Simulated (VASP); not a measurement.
W:

```xyz
1
Lattice="-1.5823 1.5823 1.5823 1.5823 -1.5823 1.5823 1.5823 1.5823 -1.5823" Properties=species:S:1:pos:R:3 pbc="T T T"
W     0.0000    0.0000    0.0000
```

* Program: VASP 6.6.1
* Task: relaxation of cell and atoms
* Functional: revPBE
* Potentials or basis: VASP PAW PBE potentials, release 64 (W_sv)
* Cutoff: 600 eV
* k mesh: 12 × 12 × 12
* Occupations: fermi-dirac, width 0.05 eV
* Spin: no spin polarisation

At the start: pressure 9.2 GPa; volume 15.85 Å³/atom.

Question: Where does the relaxation end?

Answer: Over 4 steps the energy falls by 13.3 meV/atom and the volume is 16.32 Å³/atom (+3.0 %); space group Im-3m (No. 229, to 0.05 Å).

The path:
```tsv
step	energy change (eV)	largest force (eV/Å)	pressure (GPa)	volume (Å³)
1	0.0000	0.0000	9.25	15.85
2	0.1285	0.0000	-24.18	18.04
3	-0.0133	0.0000	-0.35	16.34
4	-0.0133	0.0000	-0.02	16.32
```

Final structure:
```
CELL_PARAMETERS angstrom
-1.59793 1.59793 1.59793
1.59793 -1.59793 1.59793
1.59793 1.59793 -1.59793
ATOMIC_POSITIONS crystal
W 0.00000 0.00000 0.00000
```

Caveat: the PAW data sets were made with another functional, which shifts forces and pressure a little.
